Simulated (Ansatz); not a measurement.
**InN, response to strain**

Take InN in the wurtzite structure (space group P6_3mc, No. 186; a = 3.5475 Å, c = 5.7226 Å) as the base. Axes: x lies along a and z along c of the hexagonal cell.

Strains are applied to the cell and any free atomic positions relax; under biaxial strain the out-of-plane vector relaxes too; under stress the whole cell relaxes.

Calculations: r2SCAN (Ansatz, a first-principles code; PAW; 500 eV plane waves; no SOC).

Notes on the quantities. band gap: uncertain: the Fermi level lies in a band; the base alone; energy relative to the base: free energy F.

```json
[
 {"change": "base", "band gap": "0.07 eV", "shortest interatomic distance": "216.1 pm", "energy relative to the base": "0 meV/atom"},
 {"change": "biaxial strain −1.50 %, plane normal [001], relaxed out of plane", "band gap": "zero", "shortest interatomic distance": "214.6 pm", "energy relative to the base": "–"},
 {"change": "biaxial strain +2.20 %, plane normal [001], relaxed out of plane", "band gap": "zero", "shortest interatomic distance": "218.0 pm", "energy relative to the base": "–"},
 {"change": "isotropic strain −2.63 %", "band gap": "0.30 eV", "shortest interatomic distance": "210.5 pm", "energy relative to the base": "+47 meV/atom"},
 {"change": "isotropic strain +0.59 %", "band gap": "zero", "shortest interatomic distance": "217.4 pm", "energy relative to the base": "+2.1 meV/atom"},
 {"change": "uniaxial strain ε_yy = +2.76 %", "band gap": "zero", "shortest interatomic distance": "218.1 pm", "energy relative to the base": "+8.1 meV/atom"},
 {"change": "uniaxial strain ε_zz = +0.76 %", "band gap": "zero", "shortest interatomic distance": "216.6 pm", "energy relative to the base": "+0.6 meV/atom"},
 {"change": "uniaxial strain ε_zz = +1.17 %", "band gap": "zero", "shortest interatomic distance": "216.9 pm", "energy relative to the base": "+1.5 meV/atom"},
 {"change": "tensor shear ε_xy = −0.84 %", "band gap": "zero", "shortest interatomic distance": "216.0 pm", "energy relative to the base": "+0.8 meV/atom"},
 {"change": "uniaxial stress, 8 GPa compression along z", "band gap": "0.16 eV", "shortest interatomic distance": "215.4 pm", "energy relative to the base": "+24 meV/atom"}
]
```

Beyond what the load breaks, stability against distortions was not tested. The final runs are not spin-polarised. Gaps under 0.05 eV, about the width of the smearing, are given as zero. A zero or small gap of InN can be the functional's error rather than a property of the material.
